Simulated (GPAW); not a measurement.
## ZnS: electron localisation function with vdW-DF2

**The experiment to reproduce.**

“Electronic, vibrational, and thermodynamic properties of ZnS (zincblende and rocksalt structure)”, 2009, arxiv:0911.5022 quotes, for a bulk crystal of ZnS at 19 K: band gap 3.85 eV (direct).

The system is ZnS.

```
Zn S
1.0
     0.00000    2.70200    2.70200
     2.70200    0.00000    2.70200
     2.70200    2.70200    0.00000
Zn S
1 1
Direct
  0.75000 0.75000 0.75000
  0.00000 0.00000 0.00000
```

```
Program             : GPAW 26.7.0
Task                : electron localisation function
Functional          : vdW-DF2
Potentials or basis : GPAW PAW data sets (gpaw-data 1.2.1), newer versions
Cutoff              : 510 eV
Basis               : pw
k mesh              : 5 × 5 × 5
Occupations         : fermi-dirac, width 0.01 eV
Spin                : no spin polarisation
Maxiter             : 150
Data set            : S v3
```

```json
{
  "Band gap on the k mesh": "2.10 eV, direct"
}
```

Levels at points of the mesh, in eV from the valence-band top:
| k point | band 5 | band 6 | band 7 | band 8 | band 9 | band 10 | band 11 | band 12 | band 13 | band 14 |
| --- | --- | --- | --- | --- | --- | --- | --- | --- | --- | --- |
| (0.00, 0.00, 0.00) | -6.03 | -6.03 | 0.00 | 0.00 | 0.00 | 2.10 | 6.52 | 6.52 | 6.52 | 11.82 |

Run time: 4.7 s on 1 thread of Arm Neoverse V2, with other jobs on the host, peak memory 0.15 GiB.

Measured gap of ZnS: 3.85 eV (direct; 19 K; quoted in “Electronic, vibrational, and thermodynamic properties of ZnS (zincblende and rocksalt structure)”, 2009, arxiv:0911.5022). This calculation gives 2.10 eV (-1.75 eV). The value is that of vdW-DF2, without temperature or zero-point motion.

Caveat: the k mesh is coarse.
